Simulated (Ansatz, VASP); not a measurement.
# Si2Ni in VASP and in Ansatz

```
Ni Si
1.0
     0.00000    2.70300    2.70300
     2.70300    0.00000    2.70300
     2.70300    2.70300    0.00000
Ni Si
1 2
Direct
  0.00000 0.00000 0.00000
  0.75000 0.75000 0.75000
  0.25000 0.25000 0.25000
```

Alike in both runs: task relaxation of cell and atoms; functional PBEsol; k mesh 9 × 9 × 9; occupations fermi-dirac, width 0.05 eV; collinear spin.

|  | VASP | Ansatz |
| --- | --- | --- |
| version | VASP 6.6.1 | Ansatz 0.2.0 |
| potentials or method | VASP PAW PBE potentials, release 64 (Ni, Si) | Ansatz PAW |
| plane-wave cutoff (eV) | 600 | 420 |
| valence electrons in the cell | 18 | 26 |

VASP gave:

```
net moment per atom (μB)                                     : 0.00
relaxed volume (Å³/atom)                                     : 13.10
relaxed cell length with the largest relative difference (Å) : 3.816
```

Problem. Estimate Ansatz's values.

Solution. net moment per atom (μB): 0.00; relaxed volume (Å³/atom): 13.09; relaxed cell length with the largest relative difference (Å): 3.815.

The two sets of potentials don't hold the same shells in valence.

Caveats: the PAW data sets were made with another functional, which shifts forces and pressure a little (VASP); the plane-wave basis is chosen anew once the cell has moved, so the energies of steps on either side of that aren't comparable (Ansatz); the PAW data sets come from PBE, with cores solved anew for the run's functional, which leaves a small shift of forces and pressure (Ansatz); the starting moments weren't kept (Ansatz).
